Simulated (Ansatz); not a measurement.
CoPtO2:

```
Pt Co O
1.0
     1.41227    0.81537    5.93939
    -1.41227    0.81537    5.93939
     0.00000   -1.63075    5.93939
Pt Co O
1 1 2
Direct
  0.00000 0.00000 0.00000
  0.50000 0.50000 0.50000
  0.11224 0.11224 0.11224
  0.88776 0.88776 0.88776
```

The cell is a database's computed one.

Alike in all runs: program Ansatz 0.2.0; functional PBEsol; potentials or basis Ansatz PAW; cutoff 420 eV (not typed: the program's choice for these potentials); k mesh 9 × 9 × 9; occupations fermi-dirac, width 0.05 eV.

Starts and where they ended:

| start | free energy over the lowest (meV/atom) | net moment (μB) | site or absolute moments (μB) | gap |
| --- | --- | --- | --- | --- |
| collinear spin, ferromagnetic start of up to 1 μB; fixed moment 1 | 89.2 | 1.00 | Pt +0.18; Co +0.65; O +0.04 | - |
| collinear spin, ferromagnetic start of up to 0.5 μB; fixed moment 0.5 | 35.1 | 0.50 | Pt +0.15; Co +0.26; O +0.01 | - |
| collinear spin, ferromagnetic start of up to 2.5 μB; fixed moment 2.5 | 252.5 | 2.50 | Pt +0.14; Co +1.86; O +0.15 | - |
| collinear spin, ferromagnetic start of up to 4 μB; fixed moment 4 | 433.8 | 4.00 | Pt +0.35; Co +2.60; O +0.34 | - |
| collinear spin, ferromagnetic start of up to 3 μB; fixed moment 3 | 305.4 | 3.00 | Pt +0.16; Co +2.17; O +0.21 | - |
| collinear spin, program default start; fixed moment 0 | 0.0 | 0.00 | - | - |
| collinear spin, ferromagnetic start of up to 2 μB; fixed moment 2 | 200.3 | 2.00 | Pt +0.15; Co +1.49; O +0.10 | - |
| collinear spin, ferromagnetic start of up to 1.5 μB; fixed moment 1.5 | 145.2 | 1.50 | Pt +0.17; Co +1.07; O +0.06 | - |

All polarised runs hold their moment fixed, so the table maps the energy against it. A still lower state may exist.

Caveats: the total moment is fixed, so each spin has its own Fermi level; a cell with one magnetic atom can't hold antiferromagnetic order, which such compounds often take (some runs); forces of over 1 eV/Å show positions far from the minimum, so gaps and moduli don't describe the material at rest (some runs).
